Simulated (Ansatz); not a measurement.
## The band gap of GaAs, sorted by core time

```cif
data_structure
_symmetry_space_group_name_H-M 'F-43m'
_symmetry_Int_Tables_number 216
_cell_length_a 5.6537
_cell_length_b 5.6537
_cell_length_c 5.6537
_cell_angle_alpha 90.000
_cell_angle_beta 90.000
_cell_angle_gamma 90.000
_cell_volume 180.72
loop_
_atom_site_label
_atom_site_type_symbol
_atom_site_symmetry_multiplicity
_atom_site_Wyckoff_symbol
_atom_site_fract_x
_atom_site_fract_y
_atom_site_fract_z
_atom_site_occupancy
As1 As 4 c 0.25000 0.25000 0.25000 1
Ga1 Ga 4 a 0.00000 0.00000 0.00000 1
```

| rung | level | program and potentials | cutoff (eV) | k mesh | smearing | task | spin | core time | chip | band gap (eV) | miss (eV) | notes |
| --- | --- | --- | --- | --- | --- | --- | --- | --- | --- | --- | --- | --- |
| LDA | LDA | Ansatz, Ansatz PAW | 420 | 8 × 8 × 8 | gaussian 0.05 | single point | off | 2.3 s | Arm Neoverse V1 | 0.28 | -1.24 | potentials made for PBE, which Ansatz adapts in part |
| GGA | PBE | Ansatz, Ansatz PAW polarizable | 420 | 8 × 8 × 8 | fermi-dirac 0.05 | band structure | off | 5.7 s | Arm Neoverse V2 | 0.52 | -1.00 | - |
| GGA | BPBE | Ansatz, Ansatz PAW | 420 | 8 × 8 × 8 | fermi-dirac 0.05 | band structure | off | 11 s | Arm Neoverse V1 | 0.49 | -1.03 | potentials made for PBE, which Ansatz adapts in part |
| GGA | PBEsol | Ansatz, Ansatz PAW | 420 | 8 × 8 × 8 | fermi-dirac 0.05 | band structure | off | 13 s | Intel Xeon Skylake/Cascade Lake | 0.44 | -1.08 | potentials made for PBE, which Ansatz adapts in part |
| GGA | PBEsol | Ansatz, Ansatz PAW | 420 | 6 × 6 × 6 | fixed | elastic constants | off | 29 s | Arm Neoverse V1 | 0.44 | -1.08 | potentials made for PBE, which Ansatz adapts in part |
| hybrid | HSE06 | Ansatz, Ansatz PAW | 420 | 6 × 6 × 6 | fixed | band structure | off | 32 s | AMD EPYC 7R13 Zen 3 | (a) | ? | potentials made for PBE, which Ansatz adapts in part |
| hybrid | PBE0 | Ansatz, Ansatz PAW | 420 | 6 × 6 × 6 | fixed | band structure | off | 32 s | AMD EPYC 7R13 Zen 3 | 2.01 | +0.49 | potentials made for PBE, which Ansatz adapts in part |
| LDA | LDA | Ansatz, Ansatz PAW | 420 | 6 × 6 × 6 | fermi-dirac 0.05 | band structure | SOC, no magnetisation | 41 s | Intel Xeon Skylake/Cascade Lake | 0.17 | -1.35 | potentials made for PBE, which Ansatz adapts in part |
| LDA | LDA | Ansatz, Ansatz PAW | 420 | 6 × 6 × 6 | fixed | elastic constants | off | 48 s | Intel Xeon Skylake/Cascade Lake | 0.28 | -1.24 | potentials made for PBE, which Ansatz adapts in part |
| GGA | PBE | Ansatz, Ansatz PAW | 420 | 6 × 6 × 6 | fixed | elastic constants | off | 52 s | Intel Xeon Skylake/Cascade Lake | (b) | ? | - |
| hybrid | PBE0 | Ansatz, Ansatz PAW | 420 | 4 × 4 × 4 | fermi-dirac 0.05 | single point | SOC, no magnetisation | 2.4 min | Intel Xeon | 2.01 | +0.49 | coarse mesh; potentials made for PBE, which Ansatz adapts in part |
| hybrid | HSE06 | Ansatz, Ansatz PAW | 420 | 4 × 4 × 4 | fermi-dirac 0.05 | band structure | off | 3.3 min | Arm Neoverse V1 | 1.47 | -0.05 | coarse mesh; potentials made for PBE, which Ansatz adapts in part |
| Hartree-Fock | HF | Ansatz, Ansatz PAW | 420 | 5 × 5 × 5 | fermi-dirac 0.05 | band structure | off | 5.5 min | Arm Neoverse V2 | (c) | ? | potentials made for PBE, which Ansatz adapts in part; from the band path |
| hybrid | HSE03 | Ansatz, Ansatz PAW | 420 | 4 × 4 × 4 | fermi-dirac 0.05 | band structure | off | 7.6 min | Intel Xeon Skylake/Cascade Lake | 1.30 | -0.22 | coarse mesh; potentials made for PBE, which Ansatz adapts in part |
| Hartree-Fock | HF | Ansatz, Ansatz PAW | 420 | 4 × 4 × 4 | fermi-dirac 0.05 | band structure | off | 8.1 min | Intel Xeon Skylake/Cascade Lake | 7.26 | +5.74 | coarse mesh; potentials made for PBE, which Ansatz adapts in part |
| hybrid | r2SCANh | Ansatz, Ansatz PAW | 500 | 4 × 4 × 4 | fermi-dirac 0.05 | band structure | off | 8.4 min | Intel Xeon Skylake/Cascade Lake | 1.55 | +0.03 | coarse mesh; potentials made for PBE, which Ansatz adapts in part |

Times are single runs on shared hosts and different chips, so they are rough; meshes, cutoffs and the tasks' sizes weigh on the time. Gaps are the least found on the k mesh or the band path, and a mesh can miss the band edges. Smearing widths are in eV. The cell comes from a database and isn't always the measured one. Meshes differ between rows, which moves values too. All levels ran on this one cell, unrelaxed unless noted. Meshes are those of the run's cell of 2 atoms unless a note names another. Misses use the values as printed. Runs on faulty files, with rough fits or with known faults for this quantity aren't shown.

Measured: 1.52 eV at 1.2 K (a printed reference work). The runs are for a static lattice.

Q: Estimate the values left out from the other rows.

A: (a) 1.42 eV, miss -0.10; (b) 0.51 eV, miss -1.01; (c) 7.17 eV, miss +5.65.
